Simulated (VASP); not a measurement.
# Mo (Im-3m) in VASP: further runs

Runs on Mo. Level: PBE. Tasks: single point.

Program: VASP 6.6.1. These are calculated values, not measurements. Logs are shortened: lines on timing, memory, paths and dates and some standing lists are left out, and cuts for length are marked.

## (1) The undisturbed crystal

Symmetry: Im-3m, No. 229, cubic system. Conventional cell: a = 3.168 Å, b = 3.168 Å, c = 3.168 Å, α = 90.00°, β = 90.00°, γ = 90.00°. Around Mo (site symmetry m-3m) lie 8 Mo at 2.74 Å.

## (2) Single point, PBE (grid = ENCUT=400 dk=0.35 cell=2x2x2 ISMEAR=1 SIGMA=0.1 LREAL=Auto EDIFF=1e-06)

INCAR reads:

```
SYSTEM = Mo
ALGO = Fast
EDIFF = 1E-6
ENCUT = 400
GGA = PE
ISIF = 2
ISMEAR = 1
LASPH = .TRUE.
LCHARG = .FALSE.
LREAL = Auto
LWAVE = .FALSE.
NBANDS = 57
NELM = 120
PREC = Accurate
SIGMA = 0.1
```

KPOINTS reads:

```
k-points
0
G
  5 5 5
  0 0 0
```

POSCAR reads:

```
Mo
1.0
   -3.1676179438      3.1676179438      3.1676179438
    3.1676179438     -3.1676179438      3.1676179438
    3.1676179438      3.1676179438     -3.1676179438
Mo
7
Direct
    0.0000000000      0.0000000000      0.5000000000
    0.0000000000      0.5000000000      0.0000000000
    0.0000000000      0.5000000000      0.5000000000
    0.5000000000      0.0000000000      0.0000000000
    0.5000000000      0.0000000000      0.5000000000
    0.5000000000      0.5000000000      0.0000000000
    0.5000000000      0.5000000000      0.5000000000
```

Potentials or basis: VASP PAW PBE potentials, release 64 (Mo_sv).

The run is started by

```sh
cat potpaw_PBE.64/Mo_sv/POTCAR > POTCAR
mpirun -np 1 vasp_std > vasp.out
```

OUTCAR:

```text
SYSTEM = Mo
   EDIFF = 1E-6
   ENCUT = 400
   GGA = PE
   ISIF = 2
   ISMEAR = 1
   LASPH = .TRUE.
   LREAL = Auto
   NELM = 120
   PREC = Accurate

 Found     10 irreducible k-points:

 Following reciprocal coordinates:
            Coordinates               Weight
  0.000000  0.000000  0.000000      1.000000
  0.200000  0.000000  0.000000     12.000000
  0.400000  0.000000  0.000000     12.000000
  0.200000  0.200000  0.000000     24.000000
  0.400000  0.200000  0.000000     24.000000
  0.200000  0.200000  0.200000      8.000000
   k-points           NKPTS =     10   k-points in BZ     NKDIM =     10   number of bands    NBANDS=     57
   number of dos      NEDOS =    301   number of ions     NIONS =      7
   total plane-waves  NPLWV =  46656
   dimension x,y,z NGX =    36 NGY =   36 NGZ =   36
   dimension x,y,z NGXF=    72 NGYF=   72 NGZF=   72
   ions per type =               7
   NGX,Y,Z   is equivalent  to a cutoff of  10.91, 10.91, 10.91 a.u.
   NGXF,Y,Z  is equivalent  to a cutoff of  21.82, 21.82, 21.82 a.u.
 SYSTEM =  Mo
   PREC   = accura    normal or accurate (medium, high low for compatibility)
   ISTART =      0    job   : 0-new  1-cont  2-samecut
   ICHARG =      2    charge: 1-file 2-atom 10-const
   ISPIN  =      1    spin polarized calculation?
   LNONCOLLINEAR =      F non collinear calculations
   LSORBIT =      F    spin-orbit coupling
   LASPH  =      T    aspherical Exc in radial PAW
   ENCUT  =  400.0 eV  29.40 Ry    5.42 a.u.   8.95  8.95  8.95*2*pi/ulx,y,z
   NELM   =    120;   NELMIN=  2; NELMDL= -5     # of ELM steps
   EDIFF  = 0.1E-05   stopping-criterion for ELM
   LREAL  =      T    real-space projection
   EDIFFG = 0.1E-04   stopping-criterion for IOM
   NSW    =      0    number of steps for IOM
   IBRION =     -1    ionic relax: 0-MD 1-quasi-New 2-CG
   NFREE  =      0    steps in history (QN), initial steepest desc. (CG)
   ISIF   =      2    stress and relaxation
   ISYM   =      2    0-nonsym 1-usesym 2-fastsym
   POTIM  = 0.5000    time-step for ionic-motion
   TEBEG  =    0.0;   TEEND  =   0.0 temperature during run
   PSTRESS=    0.0 pullay stress
   NELECT =      98.0000    total number of electrons
   NUPDOWN=      -1.0000    fix difference up-down
   EMIN   =  10.00;   EMAX   =-10.00  energy-range for DOS
   EFERMI =   0.00;   METHOD = LEGACY
   ISMEAR =     1;   SIGMA  =   0.10  broadening in eV -4-tet -1-fermi 0-gaus
   EFERMI_NEDOS =   21; number of points for ismear=-14 and -15
   IALGO  =     68    algorithm
   IMIX   =      4    mixing-type and parameters
     AMIX     =   0.40;   BMIX     =  1.00
     AMIX_MAG =   1.60;   BMIX_MAG =  1.00
  volume/ion in A,a.u.               =      18.16       122.56
  Fermi-wavevector in a.u.,A,eV,Ry     =   1.501058  2.836588 30.656298  2.253174
  Thomas-Fermi vector in A             =   2.612478
   LORBIT       =      0    0 simple, 1 ext, 2 COOP (PROOUT), +10 PAW based schemes
   GGA     = PE    functional components
   LHFCALC =     F    Hartree Fock is set to
   AEXX    =    0.0000 exact exchange contribution
   IVDW    =     0    specifies the selected vdW correction
   LEPSILON=     F    determine dielectric tensor
   LRPA    =     F    only Hartree local field effects (RPA)
 non-spin polarized calculation
 RMM-DIIS sequential band-by-band and
 Methfessel and Paxton  Order N= 1 SIGMA  =   0.10
  energy-cutoff  :      400.00
  volume of cell :      127.13
 maximum number of plane-waves:      2342
   NGX = 17   NGY = 17   NGZ = 17

 number of electron      98.0000035 magnetization

 Free energy of the ion-electron system (eV)
  ---------------------------------------------------
  ext. energy  EPLUGINS =         0.00000000
  ---------------------------------------------------
  free energy    TOTEN  =       -73.05938778 eV

  energy without entropy =      -73.04971297  energy(sigma->0) =      -73.05616284

 E-fermi :  10.1295     XC(G=0): -12.4196

 val. band max:       10.1283920459   @ k =   0.2000   0.0000   0.0000
 cond. band min:      10.1396593676   @ k =   0.4000   0.2000   0.0000
 fundamental gap:      0.0112673217
 Fermi energy:        10.1294802698

 k-point     1 :       0.0000    0.0000    0.0000
  band No.  band energies     occupation
      1     -51.0115      2.00000
      2     -50.8583      2.00000
      3     -50.8583      2.00000
      4     -50.8583      2.00000
      5     -50.7026      2.00000
      6     -50.7026      2.00000
[... 49 lines left out ...]
     56      12.5841      0.00000
     57      12.5842      0.00000

 k-point     2 :       0.2000    0.0000    0.0000
  band No.  band energies     occupation
      1     -50.9931      2.00000
      2     -50.8637      2.00000
      3     -50.8584      2.00000
      4     -50.8584      2.00000
      5     -50.7036      2.00000
      6     -50.7028      2.00000
[... 49 lines left out ...]
     56      12.3488      0.00000
     57      12.4247      0.00000

 k-point     3 :       0.4000    0.0000    0.0000
  band No.  band energies     occupation
      1     -50.9476      2.00000
      2     -50.8908      2.00000
      3     -50.8586      2.00000
      4     -50.8585      2.00000
      5     -50.7030      2.00000
      6     -50.6924      2.00000
[... 49 lines left out ...]
     56      11.7957     -0.00000
     57      11.8978     -0.00000

 k-point     4 :       0.2000    0.2000    0.0000
  band No.  band energies     occupation
      1     -50.9609      2.00000
      2     -50.8731      2.00000
      3     -50.8681      2.00000
      4     -50.8565      2.00000
      5     -50.7015      2.00000
      6     -50.6993      2.00000
[... 49 lines left out ...]
     56      11.9745     -0.00000
     57      12.0701     -0.00000

 k-point     5 :       0.4000    0.2000    0.0000
  band No.  band energies     occupation
      1     -50.9203      2.00000
      2     -50.9018      2.00000
      3     -50.8724      2.00000
      4     -50.8562      2.00000
      5     -50.6980      2.00000
      6     -50.6852      2.00000
[... 49 lines left out ...]
     56      11.7634     -0.00000
     57      11.8422     -0.00000

 k-point     6 :       0.2000    0.2000    0.2000
  band No.  band energies     occupation
      1     -50.9246      2.00000
      2     -50.8847      2.00000
      3     -50.8847      2.00000
      4     -50.8660      2.00000
      5     -50.6898      2.00000
      6     -50.6898      2.00000
[... 49 lines left out ...]
     56      11.9269     -0.00000
     57      12.0161     -0.00000

 [... further k-points ...]

------------------------ aborting loop because EDIFF is reached ----------------------------------------

  FORCE on cell =-STRESS in cart. coord.  units (eV):
  Direction    XX          YY          ZZ          XY          YZ          ZX
  --------------------------------------------------------------------------------------
  -------------------------------------------------------------------------------------
  Total       -8.8826232     -8.8826232     -8.8826232      0.0000000     -0.0000000     -0.0000000
  in kB     -111.9420990   -111.9420990   -111.9420990      0.0000000     -0.0000000     -0.0000000
  external PRESSURE =    -111.9420990 kB  Pullay stress =       0.0000000 kB

 VOLUME and BASIS-vectors are now :
 -----------------------------------------------------------------------------
  energy-cutoff  :      400.00
  volume of cell :      127.13
      direct lattice vectors                 reciprocal lattice vectors
    -3.167617944  3.167617944  3.167617944     0.000000000  0.157847319  0.157847319
     3.167617944 -3.167617944  3.167617944     0.157847319  0.000000000  0.157847319
     3.167617944  3.167617944 -3.167617944     0.157847319  0.157847319  0.000000000

 POSITION                                       TOTAL-FORCE (eV/Angst)
 -----------------------------------------------------------------------------------
      1.58381      1.58381     -1.58381         0.000000      0.000000     -0.000000
      1.58381     -1.58381      1.58381        -0.000000     -0.000000     -0.000000
      3.16762      0.00000      0.00000         0.000000      0.000000      0.000000
     -1.58381      1.58381      1.58381         0.000000      0.000000      0.000000
      0.00000      3.16762      0.00000         0.000000      0.000000     -0.000000
      0.00000      0.00000      3.16762         0.000000      0.000000      0.000000
      1.58381      1.58381      1.58381        -0.000000     -0.000000      0.000000
 -----------------------------------------------------------------------------------
    total drift:                                0.000000      0.000000      0.000000

  FREE ENERGIE OF THE ION-ELECTRON SYSTEM (eV)
  ---------------------------------------------------
  free  energy   TOTEN  =       -73.0593877818 eV

  energy  without entropy=      -73.0497129689  energy(sigma->0) =      -73.05616284
```

It took 74 s on 1 thread of AMD EPYC 9R45 (Zen 5), shared host; peak memory 0.18 GiB.

These settings aren't checked as converged: the numbers below hold their error.

Results:

```yaml
Free_energy: -73.0594 eV
Pressure: -11.2 GPa
Band_gap_on_the_k_mesh: none (metal or under the smearing width)
```

## (3) Single point, PBE (grid = ENCUT=460 dk=0.35 cell=2x2x2 ISMEAR=1 SIGMA=0.1 LREAL=Auto EDIFF=1e-06)

Edit INCAR of step 2 so:

```diff
@@ -3,3 +3,3 @@
 EDIFF = 1E-6
-ENCUT = 400
+ENCUT = 460
 GGA = PE
```

KPOINTS is that of step 2.

POSCAR is that of step 2.

Potentials or basis: VASP PAW PBE potentials, release 64 (Mo_sv).

The run is started by

```sh
cat potpaw_PBE.64/Mo_sv/POTCAR > POTCAR
mpirun -np 1 vasp_std > vasp.out
```

OUTCAR:

```text
SYSTEM = Mo
   EDIFF = 1E-6
   ENCUT = 460
   GGA = PE
   ISIF = 2
   ISMEAR = 1
   LASPH = .TRUE.
   LREAL = Auto
   NELM = 120
   PREC = Accurate

 Found     10 irreducible k-points:

 Following reciprocal coordinates:
            Coordinates               Weight
  0.000000  0.000000  0.000000      1.000000
  0.200000  0.000000  0.000000     12.000000
  0.400000  0.000000  0.000000     12.000000
  0.200000  0.200000  0.000000     24.000000
  0.400000  0.200000  0.000000     24.000000
  0.200000  0.200000  0.200000      8.000000
   k-points           NKPTS =     10   k-points in BZ     NKDIM =     10   number of bands    NBANDS=     57
   number of dos      NEDOS =    301   number of ions     NIONS =      7
   total plane-waves  NPLWV =  64000
   dimension x,y,z NGX =    40 NGY =   40 NGZ =   40
   dimension x,y,z NGXF=    80 NGYF=   80 NGZF=   80
   ions per type =               7
   NGX,Y,Z   is equivalent  to a cutoff of  12.12, 12.12, 12.12 a.u.
   NGXF,Y,Z  is equivalent  to a cutoff of  24.24, 24.24, 24.24 a.u.
 SYSTEM =  Mo
   PREC   = accura    normal or accurate (medium, high low for compatibility)
   ISTART =      0    job   : 0-new  1-cont  2-samecut
[... 63 lines left out ...]
 Fermi energy:        10.1286356604

 k-point     1 :       0.0000    0.0000    0.0000
  band No.  band energies     occupation
      1     -51.0161      2.00000
      2     -50.8630      2.00000
      3     -50.8630      2.00000
      4     -50.8630      2.00000
      5     -50.7073      2.00000
      6     -50.7073      2.00000
[... 349 lines left out ...]
     56      11.9297     -0.00000
     57      12.0959     -0.00000

 [... further k-points ...]

------------------------ aborting loop because EDIFF is reached ----------------------------------------

  FORCE on cell =-STRESS in cart. coord.  units (eV):
  Direction    XX          YY          ZZ          XY          YZ          ZX
  --------------------------------------------------------------------------------------
  -------------------------------------------------------------------------------------
  Total       -8.3353736     -8.3353736     -8.3353736      0.0000000      0.0000000      0.0000000
  in kB     -105.0454580   -105.0454580   -105.0454580      0.0000000      0.0000000      0.0000000
  external PRESSURE =    -105.0454580 kB  Pullay stress =       0.0000000 kB

 VOLUME and BASIS-vectors are now :
 -----------------------------------------------------------------------------
  energy-cutoff  :      460.00
  volume of cell :      127.13
      direct lattice vectors                 reciprocal lattice vectors
    -3.167617944  3.167617944  3.167617944     0.000000000  0.157847319  0.157847319
     3.167617944 -3.167617944  3.167617944     0.157847319  0.000000000  0.157847319
     3.167617944  3.167617944 -3.167617944     0.157847319  0.157847319  0.000000000

 POSITION                                       TOTAL-FORCE (eV/Angst)
 -----------------------------------------------------------------------------------
      1.58381      1.58381     -1.58381         0.000000     -0.000000      0.000000
      1.58381     -1.58381      1.58381         0.000000      0.000000      0.000000
      3.16762      0.00000      0.00000        -0.000000      0.000000     -0.000000
     -1.58381      1.58381      1.58381         0.000000     -0.000000      0.000000
      0.00000      3.16762      0.00000        -0.000000      0.000000     -0.000000
      0.00000      0.00000      3.16762         0.000000     -0.000000     -0.000000
      1.58381      1.58381      1.58381         0.000000      0.000000     -0.000000
 -----------------------------------------------------------------------------------
    total drift:                                0.000000     -0.000000      0.000000

  FREE ENERGIE OF THE ION-ELECTRON SYSTEM (eV)
  ---------------------------------------------------
  free  energy   TOTEN  =       -73.0689194819 eV

  energy  without entropy=      -73.0592575146  energy(sigma->0) =      -73.06569883
```

stdout:

```text
POSCAR found type information on POSCAR Mo
 POSCAR found :  1 types and       7 ions
 scaLAPACK will be used
 -----------------------------------------------------------------------------
|                                                                             |
|                                                                             |
|     You have a (more or less) 'small supercell' and for smaller cells       |
|     it is recommended to use the reciprocal-space projection scheme!        |
|     The real-space optimization is not efficient for small cells and it     |
|     is also less accurate ...                                               |
|     Therefore, set LREAL=.FALSE. in the INCAR file.                         |
|                                                                             |
 -----------------------------------------------------------------------------

 LDA part: xc-table for (Slater+PW92), standard interpolation
 POSCAR, INCAR and KPOINTS ok, starting setup
 FFT: planning ... GRIDC
 FFT: planning ... GRID_SOFT
 FFT: planning ... GRID
 WAVECAR not read
 entering main loop
```

It took 1.7 min on 1 thread of AMD EPYC 9R45 (Zen 5), shared host; peak memory 0.21 GiB.

These settings aren't checked as converged: the numbers below hold their error.

What came out:

```
Free energy            : -73.0689 eV
Pressure               : -10.5 GPa
Band gap on the k mesh : none (metal or under the smearing width)
```

## (4) For comparison

An earlier run on the cell as given: functional PBE; potentials or basis VASP PAW PBE potentials, release 64 (Mo_sv); cutoff 520 eV; k mesh 12 × 12 × 12; occupations fermi-dirac, width 0.05 eV; no spin polarisation.

* Pressure: -1.4 GPa
* Band gap on the k mesh: none (metal or under the smearing width)
